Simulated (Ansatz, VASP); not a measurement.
## Ti in VASP and in Ansatz

INCAR

```
SYSTEM = Ti
PREC = Accurate
ENCUT = 520
EDIFF = 1E-6
ISMEAR = -1
SIGMA = 0.1
LREAL = .False.
LASPH = .True.
NELM = 80
ALGO = Normal
ISIF = 2
LWAVE = .False.
LCHARG = .False.
GGA = PE
NBANDS = 12
```

The input KPOINTS:

```
regular mesh
0
Gamma
  13 13 13
  0 0 0
```

The input POSCAR:

```
Ti
1.0
    2.5724903886      0.0000000000      0.0000000000
    0.0000000000      2.5724903886      0.0000000000
    0.0000000000      0.0000000000      2.5724903886
Ti
1
Direct
    0.0000000000      0.0000000000      0.0000000000
```

Input for Ansatz:

```yaml
crystal:
  lattice:
    - [2.5724903886, 0.0, 0.0]
    - [0.0, 2.5724903886, 0.0]
    - [0.0, 0.0, 2.5724903886]
  atoms:
    - { symbol: Ti, position: [0.0, 0.0, 0.0] }
hamiltonian:
  xc: pbe
  pseudopotentials:
    kind: paw
    azcp:
      Ti: "pseudopotentials/Ti.paw.azcp"
basis:
  ecutwfc: 420
  fft_grid_basis: typed
kpoints:
  mp_grid: { grid: [13, 13, 13], shift: [0, 0, 0] }
magnetization:
  spin_polarized: false
scf:
  occupations: { method: fermi_dirac, width: 0.1 }
  lower_state_search: "off"
output:
  stress: true
```

Alike in both runs: task single point; functional PBE; k mesh 13 × 13 × 13; occupations fermi-dirac, width 0.1 eV; no spin polarisation.

```csv
,VASP,Ansatz
version,VASP 6.6.1,Ansatz 0.2.0
potentials or method,"VASP PAW PBE potentials, release 64 (Ti_sv)","plane waves (420 eV) with PAW, scalar-relativistic"
plane-wave cutoff (eV),520,420
valence electrons in the cell,12,12
```

Ansatz gave:

```
pressure (GPa) : 7.4
```

Estimate VASP's values.

pressure (GPa): 7.3.
